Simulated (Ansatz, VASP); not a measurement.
# Two plane-wave programs on LiF

```
Li F
1.0
    -0.21261    1.91350    1.91350
     1.91350   -0.21261    1.91350
     1.91350    1.91350   -0.21261
Li F
1 1
Direct
  0.00000 0.00000 0.00000
  0.50000 0.50000 0.50000
```

Measurements of this composition are mostly on another form, of space group No. 225.

Alike in both runs: task single point; functional revPBE; dispersion D3(BJ); k mesh 12 × 12 × 12; occupations gaussian, width 0.05 eV; no spin polarisation.

|  | VASP | Ansatz |
| --- | --- | --- |
| version | VASP 6.6.1 | Ansatz 0.2.0 |
| potentials or method | VASP PAW PBE potentials, release 64 (Li_sv, F) | scalar-relativistic, plane waves, PAW |
| plane-wave cutoff (eV) | 520 | 420 |
| valence electrons in the cell | 10 | 10 |

|  | VASP | Ansatz | Ansatz less VASP |
| --- | --- | --- | --- |
| gap on the k mesh at the Fermi level (eV) | 8.72 | 8.72 | +0.001 |

 A k mesh can miss the band edges.
